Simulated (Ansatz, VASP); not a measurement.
## One calculation of Nb, two programs

The input INCAR:

```
PREC = Accurate
ENCUT = 520
EDIFF = 1E-7
ISMEAR = 0
SIGMA = 0.027000000000000003
LREAL = F
LASPH = T
NELM = 60
ALGO = Normal
ISIF = 2
LWAVE = F
LCHARG = T
GGA = PE
LELF = T
LVHAR = T
NBANDS = 12
```

File KPOINTS:

```
Automatic mesh
0
Gamma
  11 11 11
```

Contents of POSCAR:

```
Nb
1.0
    0.0000000000      2.1150000000      2.1150000000
    2.1150000000      0.0000000000      2.1150000000
    2.1150000000      2.1150000000      0.0000000000
Nb
1
Direct
    0.0000000000      0.0000000000      0.0000000000
```

Contents of input.yaml:

```yaml
crystal:
  lattice:
    - [0.0, 2.115, 2.115]
    - [2.115, 0.0, 2.115]
    - [2.115, 2.115, 0.0]
  atoms:
    - { symbol: Nb, position: [0.0, 0.0, 0.0] }
hamiltonian:
  xc: pbe
  pseudopotentials: { kind: paw }
kpoints:
  mp_grid: { grid: [11, 11, 11] }
scf:
  occupations: { method: gaussian, width: 0.027 }
output:
  forces: true
  stress: true
  eigenvalues: true
```

This isn't the form of Nb at room conditions, which is bcc.

Alike in both runs: task single point; functional PBE; k mesh 11 × 11 × 11; occupations gaussian, width 0.027 eV; no spin polarisation.

|  | VASP | Ansatz |
| --- | --- | --- |
| version | VASP 6.6.1 | Ansatz 0.2.0 |
| potentials or method | VASP PAW PBE potentials, release 64 (Nb_sv) | Ansatz PAW |
| plane-wave cutoff (eV) | 520 | 420 |
| valence electrons in the cell | 13 | 13 |

Ansatz gave:

* gap on the k mesh at the Fermi level (eV): none
* pressure (GPa): -1.9

**Question.** Which values does VASP return?

**Answer.** gap on the k mesh at the Fermi level (eV): none; pressure (GPa): -2.3.

A gap of «none» marks a metal or a gap that the smearing closes.
